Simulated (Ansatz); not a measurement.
**Bi under changes of volume**

One of the cells (35.070 Å³/atom); the others are scaled copies at fixed shape and fractional positions:

```
Bi
1.0
     2.26750    1.30914    3.93800
    -2.26750    1.30914    3.93800
     0.00000   -2.61828    3.93800
Bi
2
Direct
  0.76600 0.76600 0.76600
  0.23400 0.23400 0.23400
```

| Quantity | Value |
| --- | --- |
| Program | Ansatz 0.2.0 |
| Functional | HSE06 |
| Potentials or basis | Ansatz PAW |
| Cutoff | 420 eV (not typed: the program's choice for these potentials) |
| k mesh | 4 × 4 × 4 |
| Occupations | fermi-dirac, width 0.05 eV |
| Spin | no spin polarisation |

| volume (Å³/atom) | energy over the lowest point (meV/atom) | pressure (GPa) | largest force (eV/Å) |
| --- | --- | --- | --- |
| 32.965 | ? | ? | ? |
| 33.667 | 12.30 | 2.6 | 0.097 |
| 34.368 | 3.67 | 1.4 | 0.192 |
| 35.070 | 0.00 | 0.3 | 0.281 |
| 35.771 | 0.81 | -0.7 | 0.364 |
| 36.472 | 5.61 | -1.5 | 0.442 |
| 37.174 | 13.95 | -2.3 | 0.515 |

Q: What does the run at 32.965 Å³/atom give?

A: Energy over the lowest point 26.50 meV/atom; pressure 3.9 GPa; largest force 0.005 eV/Å.

Worked out: A Birch-Murnaghan fit of order 3 (a polynomial in V^(-2/3)) to the other rows has its minimum at 35.28 Å³/atom with B0 = V·E''(V) = 49 GPa and B' = 4.7 at fixed shape and positions, which overstates the stiffness. It gives 26.56 meV/atom at 32.965 Å³/atom, against the run's 26.50, and -dE/dV = 3.9 GPa, against 3.9.

Energies are extrapolated to zero smearing.

Caveats: some runs use coarse meshes; the PAW data sets come from PBE, with cores solved anew for the run's functional, which leaves a small shift of forces and pressure; the thresholds are loose for stress.
